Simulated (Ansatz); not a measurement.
Base system: ZnTe in the zinc blende structure (space group F-43m, No. 216; a = 6.1792 Å). Axes: x, y, z lie along the cube axes.

Calculations: Ansatz (a first-principles code) PBE, without spin-orbit coupling, earlier PAW set.

For the base:

| Item | Result |
|---|---|
| Valence-band top at Γ | 0.00, 0.00, 0.00 eV |
| Band gap | 1.07 eV |

One thing is altered: compressive biaxial strain of 2.35 % in the plane normal to [111], as in epitaxy on a mismatched substrate; the out-of-plane cell vector and the atoms relax.

Q: What happens to the valence-band top at Γ?

A: The valence-band top at Γ (three highest levels, from the VBM) changes from 0.00, 0.00, 0.00 eV to 0.00, 0.00, -0.26 eV.

Q: What does the calculation give for the energy relative to the base after the change?

A: The energy rises by 10 meV/atom.

Q: Predict the new band gap.

A: The band gap goes up by 0.05 eV to 1.12 eV.

Spin-orbit coupling, missing from the scalar runs, can matter with Te. No phonon test of stability was made.
